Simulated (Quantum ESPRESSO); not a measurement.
# Hf under changes of volume

One of the cells (22.380 Å³/atom); the others are scaled copies at fixed shape and fractional positions:

```
Hf
1.0
     3.19670    0.00000    0.00000
    -1.59835    2.76842    0.00000
     0.00000    0.00000    5.05780
Hf
2
Direct
  0.66667 0.33333 0.75000
  0.33333 0.66667 0.25000
```

- Program: Quantum ESPRESSO 7.5
- Functional: PBE
- Potentials or basis: SSSP 1.3 efficiency PBE
- Cutoff: 816 eV
- Density cutoff: 3265 eV
- k mesh: 10 × 10 × 5
- Occupations: fermi-dirac, width 0.05 eV
- Spin: no spin polarisation

| volume (Å³/atom) | energy over the lowest point (meV/atom) | pressure (GPa) |
| --- | --- | --- |
| 21.037 | ? | ? |
| 21.485 | 16.43 | 5.5 |
| 21.933 | 4.83 | 3.0 |
| 22.380 | 0.00 | 0.6 |
| 22.828 | 1.38 | -1.5 |
| 23.276 | 8.42 | -3.4 |
| 23.723 | 20.61 | -5.1 |

Q: What does the run at 21.037 Å³/atom give?

A: Energy over the lowest point 35.42 meV/atom; pressure 8.3 GPa.

Worked out: A Birch-Murnaghan fit of order 3 (a polynomial in V^(-2/3)) to the other rows has its minimum at 22.50 Å³/atom with B0 = V·E''(V) = 109 GPa and B' = 3.5 at fixed shape and positions, which overstates the stiffness. It gives 35.47 meV/atom at 21.037 Å³/atom, against the run's 35.42, and -dE/dV = 8.2 GPa, against 8.3.

Energies are extrapolated to zero smearing.
